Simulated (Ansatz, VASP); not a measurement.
**CdF2: VASP beside Ansatz**

```xyz
3
Lattice="0.0000 2.6942 2.8321 2.6942 0.0000 2.8321 2.6942 2.6942 0.0000" Properties=species:S:1:pos:R:3 pbc="T T T"
Cd    0.0000    0.0000    0.0000
F     1.3471    1.3471    1.4161
F     4.0413    4.0413    4.2482
```

Change from the starting cell: uniaxial_z strain +5.1%.

Alike in both runs: task single point; functional PBE; k mesh 8 × 8 × 8; occupations fermi-dirac, width 0.02 eV; no spin polarisation.

```csv
,VASP,Ansatz
version,VASP 6.6.1,Ansatz 0.2.0
potentials or method,"VASP PAW PBE potentials, release 64 (Cd, F)","plane waves, PAW"
plane-wave cutoff (eV),520,420
valence electrons in the cell,26,34
```

Ansatz gave:

| Quantity | Value |
| --- | --- |
| gap on the k mesh at the Fermi level (eV) | 2.84 |
| pressure (GPa) | 0.1 |
| largest component of the traceless stress (GPa) | 3.52 |

Q: Which values does VASP return?

A: gap on the k mesh at the Fermi level (eV): 2.81; pressure (GPa): 0.7; largest component of the traceless stress (GPa): 3.46.

With one functional, cell and mesh, what is left measures potentials, basis and numerics. The two sets of potentials don't hold the same shells in valence.

A k mesh can miss the band edges.
